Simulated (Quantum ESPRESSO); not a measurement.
# Pt (Im-3m) in Quantum ESPRESSO: equation of state

Aim: energy against volume of Pt in PBE, for its equilibrium volume and stiffness.

Program: Quantum ESPRESSO 7.5. These are calculated values, not measurements. Logs are shortened: lines on timing, memory, paths and dates and some standing lists are left out, and cuts for length are marked.

**1. Starting point**

Symmetry: Im-3m, No. 229, cubic system. The conventional cell has a = 3.168 Å, b = 3.168 Å, c = 3.168 Å, α = 90.00°, β = 90.00°, γ = 90.00°. Pt (site symmetry m-3m) has 8 Pt at 2.74 Å as nearest neighbours.

This isn't the form of Pt at room conditions, which is fcc.

**2. Single point, PBE, 14.95 Å³/atom**

pw.in reads:

```
&CONTROL
  calculation = 'scf'
  prefix = 'pwscf'
  outdir = './tmp'
  pseudo_dir = './pseudo'
  tprnfor = .true.
  tstress = .true.
  disk_io = 'nowf'
/
&SYSTEM
  ibrav = 0
  nat = 1
  ntyp = 1
  ecutwfc = 55
  ecutrho = 440
  nbnd = 14
  occupations = 'smearing'
  smearing = 'fd'
  degauss = 0.00367493
/
&ELECTRONS
  conv_thr = 2d-10
  electron_maxstep = 120
  mixing_beta = 0.5
/
ATOMIC_SPECIES
Pt   195.0840 pt_pbe_v1.4.uspp.F.UPF
CELL_PARAMETERS angstrom
  -1.5518799051    1.5518799051    1.5518799051
   1.5518799051   -1.5518799051    1.5518799051
   1.5518799051    1.5518799051   -1.5518799051
ATOMIC_POSITIONS crystal
Pt     0.0000000000    0.0000000000    0.0000000000
K_POINTS automatic
12 12 12 0 0 0
```

Potentials or basis: SSSP 1.3 efficiency PBE.

Run with:

```sh
> OMP_NUM_THREADS=1 pw.x -in pw.in > pw.out
```

pw.out:

```text
This program is part of the open-source Quantum ESPRESSO suite
     for quantum simulation of materials; please cite
[... 9 lines left out ...]
     --------------------
     sticks:   dense  smooth     PW     G-vecs:    dense   smooth      PW
     Sum         841     415    169                15683     5473    1409

     Using Slab Decomposition

     bravais-lattice index     =            0
     lattice parameter (alat)  =       5.0795  a.u.
     unit-cell volume          =     100.8860 (a.u.)^3
     number of atoms/cell      =            1
     number of atomic types    =            1
     number of electrons       =        16.00
     number of Kohn-Sham states=           14
     kinetic-energy cutoff     =      55.0000  Ry
     charge density cutoff     =     440.0000  Ry
     scf convergence threshold =      2.0E-10
     mixing beta               =       0.5000
     number of iterations used =            8  plain     mixing
     Exchange-correlation=  SLA  PW   PBX  PBC
                           (   1   4   3   4   0   0   0)

     celldm(1)=   5.079461  celldm(2)=   0.000000  celldm(3)=   0.000000
     celldm(4)=   0.000000  celldm(5)=   0.000000  celldm(6)=   0.000000

     crystal axes: (cart. coord. in units of alat)
               a(1) = (  -0.577350   0.577350   0.577350 )
               a(2) = (   0.577350  -0.577350   0.577350 )
               a(3) = (   0.577350   0.577350  -0.577350 )

     reciprocal axes: (cart. coord. in units 2 pi/alat)
               b(1) = ( -0.000000  0.866025  0.866025 )
               b(2) = (  0.866025 -0.000000  0.866025 )
               b(3) = (  0.866025  0.866025  0.000000 )

     PseudoPot. # 1 for Pt read from file:
     pt_pbe_v1.4.uspp.F.UPF
     Pseudo is Ultrasoft + core correction, Zval = 16.0
     Generated by new atomic code, or converted to UPF format
     Using radial grid of  985 points,  6 beta functions with:
                l(1) =   0
                l(2) =   0
                l(3) =   1
                l(4) =   1
                l(5) =   2
                l(6) =   2
     Q(r) pseudized with  8 coefficients,  rinner =    1.300   1.300   1.300
                                                       1.300   1.300

     atomic species   valence    mass     pseudopotential
     Pt               16.00   195.08400     Pt( 1.00)

     48 Sym. Ops., with inversion, found

   Cartesian axes

     site n.     atom                  positions (alat units)
         1        Pt     tau(   1) = (   0.0000000   0.0000000   0.0000000  )

     number of k points=    72  Fermi-Dirac smearing, width (Ry)=  0.0037
                       cart. coord. in units 2pi/alat
        k(    1) = (   0.0000000   0.0000000   0.0000000), wk =   0.0011574
        k(    2) = (   0.0721688   0.0721688   0.0000000), wk =   0.0138889
        k(    3) = (   0.1443376   0.1443376   0.0000000), wk =   0.0138889
        k(    4) = (   0.2165064   0.2165064   0.0000000), wk =   0.0138889
        k(    5) = (   0.2886751   0.2886751   0.0000000), wk =   0.0138889
        k(    6) = (   0.3608439   0.3608439   0.0000000), wk =   0.0138889
[... 64 lines left out ...]
        k(   71) = (  -0.8660254  -0.0721688  -0.0721688), wk =   0.0138889
        k(   72) = (  -0.8660254  -0.8660254  -0.8660254), wk =   0.0011574

     Dense  grid:    15683 G-vectors     FFT dimensions: (  36,  36,  36)

     Smooth grid:     5473 G-vectors     FFT dimensions: (  24,  24,  24)

     Initial potential from superposition of free atoms

     starting charge      15.5000, renormalised to      16.0000

     negative rho (up, down):  1.901E-01 0.000E+00
     Starting wfcs are   12 randomized atomic wfcs +    2 random wfcs

     Self-consistent Calculation

     iteration #  1     ecut=    55.00 Ry     beta= 0.50
     Davidson diagonalization with overlap
     ethr =  1.00E-02,  avg # of iterations =  4.3

     negative rho (up, down):  1.772E-01 0.000E+00

     total energy              =    -210.54296014 Ry
     estimated scf accuracy    <       0.69063590 Ry

     iteration #  2     ecut=    55.00 Ry     beta= 0.50
     Davidson diagonalization with overlap
     ethr =  4.32E-03,  avg # of iterations =  2.0

     negative rho (up, down):  1.776E-01 0.000E+00

     total energy              =    -210.68708663 Ry
     estimated scf accuracy    <       0.00500817 Ry

     iteration #  3     ecut=    55.00 Ry     beta= 0.50
     Davidson diagonalization with overlap
     ethr =  3.13E-05,  avg # of iterations =  4.3

     negative rho (up, down):  1.768E-01 0.000E+00

     total energy              =    -210.68784506 Ry
     estimated scf accuracy    <       0.00074563 Ry

     iteration #  4     ecut=    55.00 Ry     beta= 0.50
     Davidson diagonalization with overlap
     ethr =  4.66E-06,  avg # of iterations =  3.0

     negative rho (up, down):  1.768E-01 0.000E+00

     total energy              =    -210.68788063 Ry
     estimated scf accuracy    <       0.00001155 Ry

     iteration #  5     ecut=    55.00 Ry     beta= 0.50
     Davidson diagonalization with overlap
     ethr =  7.22E-08,  avg # of iterations =  2.8

     negative rho (up, down):  1.768E-01 0.000E+00

     total energy              =    -210.68788492 Ry
     estimated scf accuracy    <       0.00000087 Ry

     iteration #  6     ecut=    55.00 Ry     beta= 0.50
     Davidson diagonalization with overlap
     ethr =  5.46E-09,  avg # of iterations =  2.0

     negative rho (up, down):  1.768E-01 0.000E+00

     total energy              =    -210.68788515 Ry
     estimated scf accuracy    <          4.7E-09 Ry

     iteration #  7     ecut=    55.00 Ry     beta= 0.50
     Davidson diagonalization with overlap
     ethr =  2.92E-11,  avg # of iterations =  3.2

     negative rho (up, down):  1.768E-01 0.000E+00

     End of self-consistent calculation

          k = 0.0000 0.0000 0.0000 (   675 PWs)   bands (ev):

   -29.7019 -29.7019 -29.7019  12.5275  18.8265  18.8265  18.8265  21.5220
    21.5220  39.6869  39.6869  39.6869  50.4302  50.4302

          k = 0.0722 0.0722 0.0000 (   677 PWs)   bands (ev):

   -29.7364 -29.7138 -29.7017  12.8265  18.7061  18.8235  19.0709  21.3688
    21.5303  39.8263  39.9604  40.1320  47.6727  48.3350

          k = 0.1443 0.1443 0.0000 (   688 PWs)   bands (ev):

   -29.8299 -29.7463 -29.7012  13.6560  18.3914  18.7889  19.7791  21.1068
    21.5639  39.8013  39.8978  41.3994  45.8582  45.9369

          k = 0.2165 0.2165 0.0000 (   684 PWs)   bands (ev):

   -29.9557 -29.7904 -29.7005  14.7326  17.9912  18.8618  20.8668  21.0544
    21.6368  37.6277  38.7860  43.3032  45.1414  45.8163

          k = 0.2887 0.2887 0.0000 (   678 PWs)   bands (ev):

   -30.0796 -29.8342 -29.6997  15.4265  17.6198  19.6735  21.2448  21.7435
    22.1559  34.1985  37.3463  42.1153  45.5442  46.7490

          k = 0.3608 0.3608 0.0000 (   690 PWs)   bands (ev):

   -30.1692 -29.8661 -29.6993  15.5328  17.3636  21.0552  21.7773  21.8458
    23.3032  30.9930  36.2765  39.8457  47.1103  47.5978

          k =-0.4330-0.4330 0.0000 (   686 PWs)   bands (ev):

   -30.2017 -29.8778 -29.6991  15.5052  17.2727  21.3390  21.8889  22.7048
    23.7895  29.4043  35.8913  38.9749  46.8781  48.3947

          k = 0.1443 0.0722 0.0722 (   684 PWs)   bands (ev):

   -29.8013 -29.7262 -29.7102  13.3955  18.5661  18.6792  19.5958  21.1293
    21.5812  39.9318  40.3890  40.6361  45.4366  47.3736

          k = 0.2165 0.1443 0.0722 (   681 PWs)   bands (ev):

   -29.9072 -29.7646 -29.7131  14.3928  18.2250  18.5734  20.5675  20.9347
    21.6804  39.0502  39.4830  41.8713  43.8794  46.0273

          k = 0.2887 0.2165 0.0722 (   684 PWs)   bands (ev):

   -30.0255 -29.8143 -29.7133  15.3725  17.8348  18.8220  21.0025  21.7485
    21.9267  35.9076  38.1373  41.8734  43.8480  47.4095

          k = 0.3608 0.2887 0.0722 (   686 PWs)   bands (ev):

   -30.1260 -29.8580 -29.7131  15.7273  17.5240  19.8937  21.2716  21.9305
    23.3463  32.4656  36.8339  39.9235  45.8506  47.9076

          k = 0.4330 0.3608 0.0722 (   692 PWs)   bands (ev):

   -30.1834 -29.8833 -29.7129  15.7073  17.3555  20.9413  21.3647  22.4036
    24.6004  29.7648  36.0898  38.5808  46.7970  47.7791

          k = 0.2887 0.1443 0.1443 (   686 PWs)   bands (ev):

   -30.0006 -29.7996 -29.7309  15.4077  18.1568  18.1789  20.8416  21.7352
    21.9911  36.9950  38.4282  41.3514  42.5073  47.2414

          k = 0.3608 0.2165 0.1443 (   691 PWs)   bands (ev):

   -30.0838 -29.8540 -29.7382  16.1317  17.7902  18.6166  20.9967  21.9152
    23.5735  33.8973  36.9221  39.7106  43.8219  48.1745
[... 243 lines left out ...]
   -30.1379 -29.9763 -29.8887  16.7411  17.6758  19.4960  20.3687  23.4927
    27.9517  29.2616  35.1564  39.2581  43.1592  46.7850

          k =-0.7939-0.1443-0.2165 (   695 PWs)   bands (ev):

   -30.1097 -30.0197 -29.9140  16.8504  17.1976  19.6266  21.3056  23.0195
    27.7325  30.7740  33.5267  40.4243  42.4548  45.1033

          k =-0.7217-0.1443-0.1443 (   694 PWs)   bands (ev):

   -30.0778 -30.0778 -29.9158  16.9362  16.9362  19.5190  22.4438  22.4438
    29.5891  30.8433  30.8433  42.4311  42.4311  42.7397

          k =-0.0000-0.0000 0.5774 (   707 PWs)   bands (ev):

   -30.0346 -29.9779 -29.9779  17.0508  17.0902  20.7387  20.7387  21.9008
    24.5187  35.6466  35.6466  37.6672  41.6058  46.9980

          k = 0.0000-0.0722 0.6495 (   703 PWs)   bands (ev):

   -30.0821 -30.0125 -29.9855  16.6640  16.8354  20.9997  21.2489  22.8072
    26.4979  32.6709  33.8741  38.8912  41.9975  44.6136

          k =-0.8660-0.1443-0.1443 (   696 PWs)   bands (ev):

   -30.1058 -30.0251 -29.9817  16.5094  16.7422  20.9981  21.3820  23.3495
    29.3321  29.4196  33.1151  39.7225  42.5007  43.1815

          k =-0.7939-0.0722-0.1443 (   701 PWs)   bands (ev):

   -30.0871 -30.0558 -29.9950  16.4329  16.5222  21.1204  22.3182  23.0272
    28.6994  31.1854  31.7659  39.5735  42.2017  42.7965

          k = 0.0000 0.0000 0.7217 (   691 PWs)   bands (ev):

   -30.0666 -30.0477 -30.0477  16.2626  16.3619  22.2695  22.2695  22.8385
    27.9159  32.0765  32.0765  37.9452  42.2056  42.8918

          k =-0.8660-0.0722-0.0722 (   692 PWs)   bands (ev):

   -30.0822 -30.0606 -30.0491  16.1307  16.1689  22.4865  22.6522  23.2467
    29.9385  30.1626  31.2751  37.6542  42.3720  42.3893

          k =-0.8660-0.8660-0.8660 (   682 PWs)   bands (ev):

   -30.0735 -30.0735 -30.0735  15.9756  15.9756  23.2095  23.2095  23.2095
    30.4289  30.4289  30.4289  36.1847  42.4369  42.4369

     the Fermi energy is    22.5335 ev

!    total energy              =    -210.68788516 Ry
     estimated scf accuracy    <          1.5E-10 Ry
     smearing contrib. (-TS)   =      -0.00039745 Ry
     internal energy E=F+TS    =    -210.68748771 Ry

     The total energy is F=E-TS. E is the sum of the following terms:
     one-electron contribution =     -19.27916926 Ry
     hartree contribution      =      24.39263442 Ry
     xc contribution           =     -56.95984459 Ry
     ewald contribution        =    -158.84110828 Ry

     convergence has been achieved in   7 iterations

     negative rho (up, down):  1.768E-01 0.000E+00

     Forces acting on atoms (cartesian axes, Ry/au):

     atom    1 type  1   force =     0.00000000    0.00000000    0.00000000

     Total force =     0.000000     Total SCF correction =     0.000000

     Computing stress (Cartesian axis) and pressure

     negative rho (up, down):  1.768E-01 0.000E+00
          total   stress  (Ry/bohr**3)                   (kbar)     P=      148.71
   0.00101090   0.00000000   0.00000000          148.71        0.00        0.00
   0.00000000   0.00101090   0.00000000            0.00      148.71        0.00
   0.00000000   0.00000000   0.00101090            0.00        0.00      148.71

=------------------------------------------------------------------------------=
   JOB DONE.
=------------------------------------------------------------------------------=
```

Wall time 7.2 s (1 thread of Arm Neoverse V2, shared host); peak memory 0.09 GiB.

What came out:

```
Free energy            : -2866.5547 eV
Pressure               : 14.9 GPa
Band gap on the k mesh : none (metal or under the smearing width)
```

**3. Single point, PBE, 15.27 Å³/atom**

pw.in: that of step 2 with these lines changed.

```diff
@@ -28,5 +28,5 @@
 CELL_PARAMETERS angstrom
-  -1.5518799051    1.5518799051    1.5518799051
-   1.5518799051   -1.5518799051    1.5518799051
-   1.5518799051    1.5518799051   -1.5518799051
+  -1.5628089970    1.5628089970    1.5628089970
+   1.5628089970   -1.5628089970    1.5628089970
+   1.5628089970    1.5628089970   -1.5628089970
 ATOMIC_POSITIONS crystal
```

Potentials or basis: SSSP 1.3 efficiency PBE.

Run with:

```sh
> OMP_NUM_THREADS=1 pw.x -in pw.in > pw.out
```

It took 7.1 s on 1 thread of Arm Neoverse V2, shared host; peak memory 0.09 GiB.

Results (log left out):

| Property | Result |
| --- | --- |
| Free energy | -2866.5782 eV |
| Pressure | 8.5 GPa |
| Band gap on the k mesh | none (metal or under the smearing width) |

**4. Single point, PBE, 15.59 Å³/atom**

pw.in: that of step 3 with these lines changed.

```diff
@@ -28,5 +28,5 @@
 CELL_PARAMETERS angstrom
-  -1.5628089970    1.5628089970    1.5628089970
-   1.5628089970   -1.5628089970    1.5628089970
-   1.5628089970    1.5628089970   -1.5628089970
+  -1.5735873306    1.5735873306    1.5735873306
+   1.5735873306   -1.5735873306    1.5735873306
+   1.5735873306    1.5735873306   -1.5735873306
 ATOMIC_POSITIONS crystal
```

Run with:

```sh
> OMP_NUM_THREADS=1 pw.x -in pw.in > pw.out
```

It took 7.8 s on 1 thread of Arm Neoverse V2, shared host; peak memory 0.09 GiB.

The run converged. Its results:

* Free energy: -2866.5897 eV
* Pressure: 2.9 GPa
* Band gap on the k mesh: none (metal or under the smearing width)

**5. Single point, PBE, 15.90 Å³/atom**

pw.in: that of step 4 with these lines changed.

```diff
@@ -28,5 +28,5 @@
 CELL_PARAMETERS angstrom
-  -1.5735873306    1.5735873306    1.5735873306
-   1.5735873306   -1.5735873306    1.5735873306
-   1.5735873306    1.5735873306   -1.5735873306
+  -1.5842200000    1.5842200000    1.5842200000
+   1.5842200000   -1.5842200000    1.5842200000
+   1.5842200000    1.5842200000   -1.5842200000
 ATOMIC_POSITIONS crystal
```

Run with:

```sh
> OMP_NUM_THREADS=1 pw.x -in pw.in > pw.out
```

Run time: 7.8 s. Hardware: 1 thread of Arm Neoverse V2, shared host; peak memory 0.09 GiB.

The run converged. Its results:

* Free energy: -2866.5908 eV
* Pressure: -2.0 GPa
* Band gap on the k mesh: none (metal or under the smearing width)

**6. Single point, PBE, 16.22 Å³/atom**

pw.in: that of step 5 with these lines changed.

```diff
@@ -28,5 +28,5 @@
 CELL_PARAMETERS angstrom
-  -1.5842200000    1.5842200000    1.5842200000
-   1.5842200000   -1.5842200000    1.5842200000
-   1.5842200000    1.5842200000   -1.5842200000
+  -1.5947118289    1.5947118289    1.5947118289
+   1.5947118289   -1.5947118289    1.5947118289
+   1.5947118289    1.5947118289   -1.5947118289
 ATOMIC_POSITIONS crystal
```

Potentials or basis: SSSP 1.3 efficiency PBE.

Run with:

```sh
> OMP_NUM_THREADS=1 pw.x -in pw.in > pw.out
```

Wall time 7.8 s (1 thread of Arm Neoverse V2, shared host); peak memory 0.09 GiB.

Results (log left out):

```
Free energy            : -2866.5827 eV
Pressure               : -6.4 GPa
Band gap on the k mesh : none (metal or under the smearing width)
```

[end of part 1 of 2]
